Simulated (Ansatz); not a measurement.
The system is Au.

```
Au
1.0
     0.00000    2.03500    2.03500
     2.03500    0.00000    2.03500
     2.03500    2.03500    0.00000
Au
1
Cartesian
  0.0000 0.0000 0.0000
```

Below is the output of Ansatz 0.2.0 for this cell. Logs are shortened: lines on timing, memory, paths and dates and some standing lists are left out, and cuts for length are marked.

```text
Warning: RAYON_NUM_THREADS=1 ignored (pool sized by the plan → 1); use --threads N
LAPW: plane waves up to 8.090 Å⁻¹, error target 1.0e-3 eV per atom; small_component_spin mean_spin; Au in spheres of 1.439 Å, 43 of its electrons in bands, Dirac shells [] (how accurate: hamiltonian.pseudopotentials.lapw.basis_error, Limitations)
Engine: ansatz 0.2.0, aarch64-unknown-linux-gnu
Pseudopotentials: kind: all_electron
Pseudopotential: Au, LAPW, valence charge 43, lapw/all_electron/scalar/gaussian/Au, Koelling and Harmon's equation, gaussian nucleus
Functional definition: PBEsol
  exchange = pbesol_x
  correlation = pbesol_c
Crystal: 1 atoms, lattice volume = 16.855 Å³
Basis set: ecut = 249.32731642906114 eV, 169 PW (Γ), exchange–correlation at level 2
Bands: 26, of which v1, the nominal top of the filled ones, is band 22 counted from 1 (21 counted from 0)
Symmetry: 48 space group operations
Space group: Fm-3m (ITA 225), of the structure as read, at distance tolerance 2.6e-5 Å
k-points: 56 of 1331
Non-local potential: Au, projectors of the file, none
Initial density: superposition of atomic densities (chi_scale 0.1, normalization cell)
Initial wavefunctions: plane waves of lowest kinetic energy (no species holds an atomic orbital)
Functional: x = pbesol(κ = 0.804, μ = 0.12345679012345678), c = pbesol(β = 0.046)
iter 1 solved again at ethr=1.38e-4 eV; its pass at ethr=1.00e-1 eV (dr2=5.92e-2 eV) is discarded
SCF iter   1: F=—  HF=-517082.987612 eV  |F-HF|=—  |Δ(HF+E_count)|=         —  Δρ=2.50e-2  dr2=5.94e-2  ethr=1.38e-4  ⟨swp⟩=3.0  Hψ=9126  notcnv=0
preconditioner: auto → Kerker (q_TF=auto, 3.189 Å⁻¹)  [metal: Δε(μ)=0.028 eV  Ē_g=15.663 eV  σ=0.050 eV  W_gap=0.14  n_scr=14 (ndim 8)  ℏωp=30.0 eV  f_vac=0.042  D(μ)=0.42/eV (n_scr^D=0)]
iter 2 solved again at ethr=1.32e-5 eV; its pass at ethr=1.38e-4 eV (dr2=5.67e-3 eV) is discarded
SCF iter   2: F=—  HF=-517082.712981 eV  |F-HF|=—  |Δ(HF+E_count)|=   2.75e-1  Δρ=6.38e-3  dr2=5.67e-3  ethr=1.32e-5  ⟨swp⟩=2.0  Hψ=7500  notcnv=0
preconditioner: auto → none  [insulator: Δε(μ)=0.246 eV  Ē_g=16.172 eV  σ=0.050 eV  W_gap=0.83  n_scr=14 (ndim 8)  ℏωp=30.0 eV  f_vac=0.033  D(μ)=0.14/eV (n_scr^D=0)  ε∞_Penn≈4.4]
SCF iter   3: F=—  HF=-517082.688716 eV  |F-HF|=—  |Δ(HF+E_count)|=   2.43e-2  Δρ=5.00e-3  dr2=3.00e-3  ethr=1.32e-5  ⟨swp⟩=2.0  Hψ=4237  notcnv=0
SCF iter   4: F=—  HF=-517082.687340 eV  |F-HF|=—  |Δ(HF+E_count)|=   1.38e-3  Δρ=1.56e-3  dr2=3.03e-4  ethr=6.98e-6  ⟨swp⟩=2.0  Hψ=4178  notcnv=0
SCF iter   5: F=—  HF=-517082.687244 eV  |F-HF|=—  |Δ(HF+E_count)|=   9.61e-5  Δρ=1.94e-4  dr2=4.88e-6  ethr=7.05e-7  ⟨swp⟩=2.0  Hψ=4237  notcnv=0
SCF iter   6: F=-517082.687246 eV  HF=-517082.687246 eV  |F-HF|=7.22e-9  |Δ(HF+E_count)|=   1.77e-6  Δρ=7.90e-6  dr2=6.46e-9  ethr=1.14e-8  ⟨swp⟩=2.0  Hψ=4237  notcnv=0
SCF 1 converged in 6 iterations: F = -517082.687246 eV  dr2 = 6.46e-9
NSCF: frozen V_eff on 57 k-points
SCF converged after 6 iterations
Free energy (F): -517082.687246 eV
Harris-Foulkes:  -517082.687246 eV  (|F-HF|=7.22e-9)
Internal energy: -517082.685712 eV  (E = F + TS)
E sigma→0 (E₀):  -517082.686479 eV
Entropy (-TS):   -0.001534 eV (-1.534 meV/atom)
Fermi energy:    25.357457 eV
--- Per-component energies (eV) ---
  E_band       = -3835.111680
  E_kinetic    = 589302.336973
  E_xc         = -9771.645753
  E_electrostatic = -1096613.376932  (all electrons and nuclei)
  E_smearing   = -0.001534  (= −TS)
  E_closure    = 0.000000  (closes the sum)
  E_atoms      = -517078.755165  (free atoms, spherical and without spin; not in F)
  Σ components = -517082.687246   (vs F -517082.687246, Δ=0.00e0)
  Basis errors (estimates in eV, not in F): energy 1.9e-4 per atom: plane waves 1.7e-4 (1.3e-4 summed), levels above the bands 5.6e-155, relativity 3.7e-9, radial functions 1.6e-5, core shells 1.4e-8; eigenvalues (radial functions only) 9.6e-7; not estimated: angular momenta, meshes, grids; target (lapw.basis_error) 1.0e-3; muffin-tin radii Au 1.439 Å
--- Forces (eV/Å), atoms counted from 1 ---
  atom   1  Au     0.00000000    -0.00000000    -0.00000000
  max |Σ_I F_I| component: 4.62e-33 eV/Å
--- Stress (GPa, compression-positive) ---
        1.655819      -0.000000       0.000000
       -0.000000       1.655819       0.000000
        0.000000       0.000000       1.655819
  P = ⅓ Tr σ = 1.6558 GPa (16.558 kbar)
--- Band table (eV; the first three rows and the last of 56) ---
  k-point 0: bands = ["-297.2413", "-297.2413", "-297.2413", "-297.2286", "-297.2286", "-80.1723", "-53.2110", "-53.2010", "-53.2010", "-53.2010", "-53.1947", "-53.1947", "-53.1947", "-31.4619", "-31.4619", "-31.4619", "15.3086", "20.6188", "20.6188", "20.6188", "22.1831", "22.1831", "39.7561", "43.8139", "43.8139", "43.8139"]
  k-point 1: bands = ["-297.2413", "-297.2413", "-297.2413", "-297.2286", "-297.2286", "-80.1713", "-53.2110", "-53.2011", "-53.2011", "-53.2010", "-53.1948", "-53.1947", "-53.1947", "-31.4803", "-31.4647", "-31.4647", "15.5982", "20.5257", "20.7162", "20.7162", "22.1414", "22.1414", "40.0830", "42.2089", "44.1620", "44.1620"]
  k-point 2: bands = ["-297.2413", "-297.2413", "-297.2413", "-297.2286", "-297.2286", "-80.1687", "-53.2108", "-53.2013", "-53.2013", "-53.2010", "-53.1948", "-53.1946", "-53.1946", "-31.5296", "-31.4721", "-31.4721", "16.3934", "20.3714", "20.8922", "20.8922", "22.1438", "22.1438", "39.0693", "40.9209", "45.0194", "45.0194"]
  k-point 55: bands = ["-297.2413", "-297.2413", "-297.2413", "-297.2286", "-297.2286", "-80.1557", "-53.2103", "-53.2020", "-53.2020", "-53.2017", "-53.1944", "-53.1944", "-53.1944", "-31.6227", "-31.6103", "-31.5467", "19.2971", "19.8345", "20.4245", "22.0636", "23.6421", "29.5896", "31.2776", "32.2694", "35.4588", "46.5051"]
```

Q: What input gives this log?

A: Band structure with PBEsol, no spin polarisation. The files as run (others can give the same):

input.yaml
```yaml
crystal:
  lattice:
    - [0.0, 2.035, 2.035]
    - [2.035, 0.0, 2.035]
    - [2.035, 2.035, 0.0]
  atoms:
    - { symbol: Au, position: [0.0, 0.0, 0.0] }
kpoints:
  mp_grid: { grid: [11, 11, 11] }
  band_path:
    path:
      - [0.0, 0.0, 0.0]
      - [0.5, 0.0, 0.5]
      - [0.5, 0.25, 0.75]
      - [0.375, 0.375, 0.75]
      - [0.0, 0.0, 0.0]
      - [0.5, 0.5, 0.5]
      - [0.625, 0.25, 0.625]
      - [0.5, 0.25, 0.75]
    npoints: 8
scf:
  occupations: { method: fermi_dirac, width: 0.05 }
hamiltonian:
  xc: pbesol
  pseudopotentials: { kind: all_electron, lapw: { basis_error: 0.001 } }
output:
  forces: true
  stress: true
  eigenvalues: true
```

Potentials or basis: all-electron LAPW, scalar-relativistic.
Launch:
```sh
$ ansatz run input.yaml --threads 1 --pin off --max-ram 3072MiB --backend cpu --events-out ev --progress --plain --runs-dir out
```

Caveat: spin-orbit coupling is left out, which moves the levels of the heavy elements.
